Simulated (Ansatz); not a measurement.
Reactions of C₂HClF₄ (`FC(Cl)C(F)(F)F`).

Gas-phase electronic energies from Ansatz, PBE0-D4/def2-TZVP geometries. CCSD(T)/CBS adds triple-zeta CCSD(T) − MP2 to the extrapolated MP2 energy (def2 sets, frozen cores). This one scheme is used for every species. DFT in def2-TZVPP. def2 core potentials past Kr. For Sn outer-core shells are correlated without core-valence functions, which leaves a few kJ/mol of doubt a bond. One conformer a species, not always the lowest.

```json
{"reaction": "`FC(Cl)C(F)(F)F` + difluoromethane → `FC(F)C(F)C(F)(F)F` + HCl", "PBE0-D4 (eV)": "-0.31", "CCSD/CBS(def2) (eV)": "-0.35", "PBE-D4 (eV)": "-0.26", "r2SCAN-D4 (eV)": "-0.33", "CCSD(T)/CBS(def2) (eV)": "-0.34"}
{"reaction": "`FC(Cl)C(F)(F)F` + `OBF` → `FBOC(F)(F)F` + `FCCl`", "PBE0-D4 (eV)": "0.06", "CCSD/CBS(def2) (eV)": "0.08", "PBE-D4 (eV)": "0.10", "r2SCAN-D4 (eV)": "0.06", "CCSD(T)/CBS(def2) (eV)": "0.10"}
{"reaction": "`FC(Cl)C(F)(F)F` + `[OH][SnH3]` → `FC(F)(F)[O][SnH3]` + `FCCl`", "PBE0-D4 (eV)": "-0.48", "CCSD/CBS(def2) (eV)": "-0.44", "PBE-D4 (eV)": "-0.43", "r2SCAN-D4 (eV)": "-0.47", "CCSD(T)/CBS(def2) (eV)": "-0.41"}
{"reaction": "`FC(Cl)C(F)(F)F` + HCl → `FC(Cl)Cl` + trifluoromethane", "PBE0-D4 (eV)": "0.25", "CCSD/CBS(def2) (eV)": "0.32", "PBE-D4 (eV)": "0.19", "r2SCAN-D4 (eV)": "0.29", "CCSD(T)/CBS(def2) (eV)": "0.30"}
{"reaction": "`FC(Cl)C(F)(F)F` + H–F → `FC(F)Cl` + trifluoromethane", "PBE0-D4 (eV)": "0.03", "CCSD/CBS(def2) (eV)": "0.14", "PBE-D4 (eV)": "-0.01", "r2SCAN-D4 (eV)": "0.01", "CCSD(T)/CBS(def2) (eV)": "0.16"}
```

Largest T1 diagnostic: 0.014, for `[OH][SnH3]`.
